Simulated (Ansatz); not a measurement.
Cu:

```
CELL_PARAMETERS angstrom
0.00000 1.80750 1.80750
1.80750 0.00000 1.80750
1.80750 1.80750 0.00000
ATOMIC_POSITIONS crystal
Cu 0.00000 0.00000 0.00000
```

```yaml
Program: Ansatz 0.2.0
Task: single point
Functional: PBE
Potentials_or_basis: all-electron LAPW, scalar-relativistic
Cutoff: 295 eV (chosen from the basis error)
Basis_error_allowed: 0.001 eV/atom
k_mesh: 13 × 13 × 13
Occupations: fermi-dirac, width 0.05 eV
Spin: no spin polarisation
```

On this cell: pressure 1.6 GPa; band gap on the k mesh none (metal or under the smearing width).

The same run follows on a disturbed copy (cell strained at random at fixed volume):

```
CELL_PARAMETERS angstrom
-0.00858 1.79575 1.80169
1.82295 -0.02405 1.81716
1.79533 1.78360 0.00357
ATOMIC_POSITIONS crystal
Cu 0.00146 0.97571 0.02932
```

What does the disturbed cell give?

The energy (extrapolated to zero smearing) moves by +1.5 meV/atom; pressure 1.7 GPa; band gap on the k mesh none (metal or under the smearing width).

Stress tensor (GPa, compression positive):
```
 1.64  1.61 -0.80
 1.61  1.96  0.56
-0.80  0.56  1.54
```
